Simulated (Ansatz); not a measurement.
**Structure search for Be₃S₅**

These are results of DFT PBE, scalar-relativistic, plane waves, PAW in Ansatz, not measurements. Settings: cutoff 420 eV, Γ-centred meshes spaced at most about 0.3 Å⁻¹, and about 0.25 Å⁻¹ or finer for metals (2π included), Gaussian smearing. No spin polarisation.

The zero of energy is the elements' standard structures at the same level; no fitted shifts are applied.

All energies are static (0 K, no zero-point motion). Only the structures computed here compete, so a lower one can exist. No dispersion correction is applied, so the spacing and binding between layers, chains or molecules are poorly described (Cmcm), and this can change margins and order among such cells. Kohn–Sham gaps at this level usually fall short of measured ones. The reference form of S is held partly by dispersion forces, which this level lacks.

Invented guesses were relaxed alike, and ends that match in structure were merged. ΔE counts from the first row. Coordination counts S atoms around Be (those within 1.25 times the shortest such distance or 1.15 times the sum of covalent radii; a plus sign parts nearer from farther groups; a slash parts the counts of unlike sites). The ends were matched against large subsets of the Crystallography Open Database and the Materials Project, so a missing match doesn't prove that a structure is unreported.

```csv
#,reached from,type and space group,atoms,Å³/atom,coordination,ΔE (meV/atom),gap on mesh (eV),in databases
1,a cell proposed by chemical analogy,I-4m2 (No. 119),8,17.4,Be 4,0,0.40,no match
2,a cell proposed by chemical analogy,I-4m2 (No. 119),8,17.4,Be 4,46,0.00,no match
3,a cell proposed by chemical analogy,Cmcm (No. 63),16,22.3,Be 2/3+2,147,0.00,no match
```

The lowest: Space group I-4m2 (No. 119), tetragonal, a = 3.580 Å, c = 21.698 Å. Be on a site of symmetry 2mm has 4 S at 2.08–2.17 Å; Be on a site of symmetry -4m2 has 4 S at 2.09 Å; S on a site of symmetry 2mm has 1 S at 2.05 Å and 2 Be at 2.09 Å; S on a second site of symmetry 2mm is surrounded by 1 S at 2.05 Å and 2 Be at 2.08 Å; around S on a site of symmetry -4m2 lie 4 Be at 2.17 Å. Its energy over the elements is −0.518 eV/atom. A negative formation energy is needed for stability but isn't enough: competing phases decide. An observed structure of this formula, if there is one, may be missing.

```yaml
crystal:
  lattice:
    - [-1.79010, 1.79010, 10.84882]
    - [1.79010, -1.79010, 10.84882]
    - [1.79010, 1.79010, -10.84882]
  atoms:
    - { symbol: Be, position: [0.30641, 0.30641, 0.00000] }
    - { symbol: Be, position: [0.69359, 0.69359, 0.00000] }
    - { symbol: Be, position: [0.00000, 0.00000, 0.00000] }
    - { symbol: S, position: [0.44985, 0.94985, 0.50000] }
    - { symbol: S, position: [0.35515, 0.85515, 0.50000] }
    - { symbol: S, position: [0.75000, 0.25000, 0.50000] }
    - { symbol: S, position: [0.05015, 0.55015, 0.50000] }
    - { symbol: S, position: [0.14485, 0.64485, 0.50000] }
```

The second: Space group I-4m2 (No. 119), tetragonal, a = 3.573 Å, c = 21.836 Å. Be on a site of symmetry 2mm is surrounded by 4 S at 2.08–2.16 Å; Be on a site of symmetry -4m2 is surrounded by 4 S at 2.09 Å; S on a site of symmetry 2mm has 2 Be at 2.09 Å and 1 S at 2.09 Å; S on a second site of symmetry 2mm has 2 Be at 2.08 Å and 1 S at 2.09 Å; 1 more site not described. Counting S atoms around Be, the first and the second both have Be 4. The first and the second both hold S–S pairs. Cells relaxed within their symmetry can be saddle points. Some candidate types were left out of the draw beforehand, so a known form may be missing.
